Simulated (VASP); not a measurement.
Input of a VASP 6.6.1 run:

Contents of INCAR:

```
SYSTEM = Zr
ALGO = Normal
EDIFF = 1E-6
EDIFFG = -0.01
ENCUT = 600
GGA = CA
IBRION = 2
ISIF = 3
ISMEAR = 1
LASPH = .TRUE.
LCHARG = .FALSE.
LREAL = .FALSE.
LWAVE = .FALSE.
NELM = 80
NSW = 90
PREC = Accurate
SIGMA = 0.1
```

KPOINTS

```
k-points
0
G
  15 15 7
  0 0 0
```

File POSCAR:

```
Zr
1.0
    3.2320000000      0.0000000000      0.0000000000
   -1.6160000000      2.7989941050      0.0000000000
    0.0000000000      0.0000000000      5.1470000000
Zr
2
Direct
    0.3333333333      0.6666666667      0.2500000000
    0.6666666667      0.3333333333      0.7500000000
```

Potentials or basis: VASP PAW LDA potentials, release 64 (Zr_sv).

Command:

```sh
$ cat potpaw_LDA.64/Zr_sv/POTCAR > POTCAR
$ mpirun -np 1 vasp_std > vasp.out
```

**Question.** Estimate the relaxed volume.

**Answer.** 21.82 Å³/atom.

**Question.** Predict the band gap on the k mesh.

**Answer.** None (metal or under the smearing width).

**Question.** Predict the space group after relaxing (to 0.05 Å).

**Answer.** P6_3/mmc (No. 194).

The path:
| step | energy change (eV) | largest force (eV/Å) | pressure (GPa) | volume (Å³) |
| --- | --- | --- | --- | --- |
| 1 | 0.0000 | 0.0000 | -6.03 | 46.56 |
| 2 | 0.0062 | 0.0000 | 7.62 | 40.90 |
| 3 | -0.0568 | 0.0000 | -0.04 | 43.71 |
| 4 | -0.0568 | 0.0000 | 0.08 | 43.66 |
| 5 | -0.0576 | 0.0000 | 0.05 | 43.65 |
| 6 | -0.0578 | 0.0000 | 0.03 | 43.63 |

LDA usually gives volumes a few per cent too small. Zero-point motion and thermal expansion aren't in these numbers.
